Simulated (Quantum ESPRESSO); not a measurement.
CsPbCl3:

```
Pb Cs Cl
1.0
     5.60500    0.00000    0.00000
     0.00000    5.60500    0.00000
     0.00000    0.00000    5.60500
Pb Cs Cl
1 1 3
Direct
  0.50000 0.50000 0.50000
  0.00000 0.00000 0.00000
  0.50000 0.00000 0.50000
  0.00000 0.50000 0.50000
  0.50000 0.50000 0.00000
```

Base run:

- Program: Quantum ESPRESSO 7.5
- Functional: WC
- Potentials or basis: PseudoDojo 0.4.1 SR PBE standard
- Cutoff: 789 eV
- Density cutoff: 3157 eV
- k mesh: 4 × 4 × 4, shifted
- Occupations: fermi-dirac, width 0.05 eV
- Spin: no spin polarisation

Its results: pressure 0.3 GPa; electronic dielectric tensor (diagonal) 3.50.

**Question.** The run is repeated on the same cell with these changes: functional from WC to AM05. What comes out?

**Answer.** Pressure 0.9 GPa; electronic dielectric tensor (diagonal) 3.46.

Caveats: the potentials were made for another functional, which shifts forces and pressure.
